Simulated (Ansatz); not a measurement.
The system is PtS2.

```
Pt S
1.0
     3.54320    0.00000    0.00000
    -1.77160    3.06850    0.00000
     0.00000    0.00000    5.03880
Pt S
1 2
Direct
  0.00000 0.00000 0.00000
  0.66667 0.33333 0.77300
  0.33333 0.66667 0.22700
```

Base run:

| Quantity | Value |
| --- | --- |
| Program | Ansatz 0.2.0 |
| Functional | HSE06 form with a typed share of exact exchange |
| Potentials or basis | Ansatz PAW |
| Cutoff | 420 eV (not typed: the program's choice for these potentials) |
| k mesh | 5 × 5 × 3 |
| Occupations | fermi-dirac, width 0.05 eV |
| Spin | no spin polarisation |

Its results: band gap on the k mesh 2.21 eV, indirect (least direct gap 2.48 eV); pressure 6.7 GPa; largest force 0.874 eV/Å.

Q: The run is repeated on the same cell with these changes: screening (1/å) from 0.1 to 0.2. What comes out?

A: Band gap on the k mesh 1.95 eV, indirect (least direct gap 2.21 eV); pressure 6.9 GPa; largest force 0.900 eV/Å.

Caveats: odd divisions of the mesh miss points on the zone boundary, where band edges often lie, so the gap on the mesh can be too wide; spin-orbit coupling is left out, which moves the levels of the heavy elements; the PAW data sets come from PBE, with cores solved anew for the run's functional, which leaves a small shift of forces and pressure; the thresholds are loose for stress.

A k mesh can miss the band edges.
